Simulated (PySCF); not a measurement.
## SMILES c1cc[nH+]cc1, [C5H6N]+, charge +1

Geometry:
| atom | x (Å) | y (Å) | z (Å) |
| --- | --- | --- | --- |
| C1 | 1.344 | -0.052 | 0.037 |
| C2 | 0.654 | 1.163 | 0.028 |
| C3 | -0.728 | 1.147 | -0.002 |
| N4 | -1.373 | -0.033 | -0.022 |
| C5 | -0.744 | -1.222 | -0.014 |
| C6 | 0.638 | -1.257 | 0.015 |
| H7 | 2.437 | -0.059 | 0.061 |
| H8 | 1.181 | 2.118 | 0.045 |
| H9 | -1.344 | 2.048 | -0.010 |
| H10 | -2.393 | -0.026 | -0.044 |
| H11 | -1.371 | -2.115 | -0.033 |
| H12 | 1.152 | -2.219 | 0.022 |

Total charge +1.

Method used: GIAO BP86/Sadlej pVTZ magnetisability, rotational g tensor and spin-rotation constants, non-relativistic, gas phase (PySCF 2.14.0). Geometry: PBE0-D3(BJ)/def2-SVP.

For an ion the centre-of-mass motion in the field is neglected.

Give the nuclear spin-rotation constants along the inertial axes (H = +C I·J) beside the isotropic shieldings.

Rotational constants 5.8082, 5.6811, 2.8720 GHz. A star marks the isotopologue with that one atom substituted, in its own axes.
```csv
atom,isotope,Caa (kHz),Cbb (kHz),Ccc (kHz),mean (kHz),σ (ppm)
N4,14N,0.962,0.766,0.097,0.609,67.5
H7,1H,0.674,-0.696,-0.311,-0.111,22.1
H8,1H,-0.384,0.291,-0.312,-0.135,22.5
H9,1H,-0.310,0.176,-0.330,-0.154,22.8
H10,1H,0.603,-0.679,-0.310,-0.129,20.5
H11,1H,-0.310,0.176,-0.330,-0.154,22.8
H12,1H,-0.385,0.291,-0.312,-0.135,22.5
C1,13C*,2.936,2.271,0.274,1.827,37.9
C2,13C*,2.569,2.152,0.262,1.661,57.3
C3,13C*,2.393,2.410,0.388,1.730,43.7
```
For the geometry as given, no vibrational averaging.
